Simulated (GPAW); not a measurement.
The system is Al3Cu.

```
CELL_PARAMETERS angstrom
3.92415 0.00000 0.00000
0.00000 3.92415 0.00000
0.00000 0.00000 3.92415
ATOMIC_POSITIONS crystal
Cu 0.00000 0.00000 0.00000
Al 0.50000 0.50000 0.00000
Al 0.50000 0.00000 0.50000
Al 0.00000 0.50000 0.50000
```

The cell comes from a database or a generator and needn't be the stable form of this composition.

| Property | Result |
| --- | --- |
| Program | GPAW 26.7.0 |
| Task | relaxation of cell and atoms |
| Functional | PBEsol |
| Dispersion | D4 |
| Potentials or basis | PAW data sets generated in the run's folder for this functional |
| Cutoff | 600 eV |
| Basis | pw |
| k mesh | 7 × 7 × 7 |
| Occupations | fermi-dirac, width 0.05 eV |
| Spin | no spin polarisation |

At the start: pressure -4.3 GPa; volume 15.11 Å³/atom.

Question: Where does the relaxation end?

Answer: Over 4 steps the energy falls by 9.0 meV/atom and the volume is 14.46 Å³/atom (-4.3 %); space group Pm-3m (No. 221, to 0.05 Å).

The path:
```tsv
step	energy change (eV)	largest force (eV/Å)	pressure (GPa)	volume (Å³)
1	0.0000	0.0000	-4.28	60.43
2	-0.0067	0.0000	-3.89	60.17
3	-0.0359	0.0000	0.24	57.71
4	-0.0360	0.0000	-0.01	57.84
```

Final structure:
```
CELL_PARAMETERS angstrom
3.86727 0.00000 0.00000
0.00000 3.86727 0.00000
0.00000 0.00000 3.86727
ATOMIC_POSITIONS crystal
Cu 0.00000 0.00000 0.00000
Al 0.50000 0.50000 0.00000
Al 0.50000 0.00000 0.50000
Al 0.00000 0.50000 0.50000
```

Caveat: with this Cu data set, volumes or pressures lay over 1.5 % or 2 GPa off other programs in two to four cells of ten; later steps reuse the first step's grids; pairwise dispersion overbinds metals, which lowers pressure and volume.
